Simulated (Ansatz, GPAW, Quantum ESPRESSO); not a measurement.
One calculation of Ag, 4 ways

```
CELL_PARAMETERS angstrom
-1.65565 1.65565 1.65565
1.65565 -1.65565 1.65565
1.65565 1.65565 -1.65565
ATOMIC_POSITIONS crystal
Ag 0.00000 0.00000 0.00000
```

This isn't the form of Ag at room conditions, which is fcc.

Alike in all runs: task band structure; functional PBEsol; k mesh 11 × 11 × 11; occupations fermi-dirac, width 0.05 eV; no spin polarisation; no spin-orbit coupling. Pressure is positive in compression and, in plane waves, holds the error of the finite cutoff, which Ansatz's Pulay term estimates and takes out.

| program and potentials | plane-wave cutoff (eV) | notes | pressure (GPa) |
| --- | --- | --- | --- |
| GPAW, PAW data sets generated for this functional | 600 | 17 valence electrons an atom on average | -7.26 |
| Quantum ESPRESSO, GBRV 1.5 PBEsol | 762 | 19 valence electrons an atom on average | -7.62 |
| Ansatz, all-electron LAPW, scalar-relativistic | - | - | -7.29 |
| Ansatz, PAW datasets made for the crystal | 260 | 11 valence electrons an atom on average | -7.29 |

The pressure spans -7.62 (Quantum ESPRESSO, GBRV 1.5 PBEsol) to -7.26 GPa (GPAW, PAW data sets generated for this functional), with all-electron results at -7.29.

The functional is the same throughout but for its coding, so the spread measures potentials, basis and numerics; runs on potential files found faulty are left out.
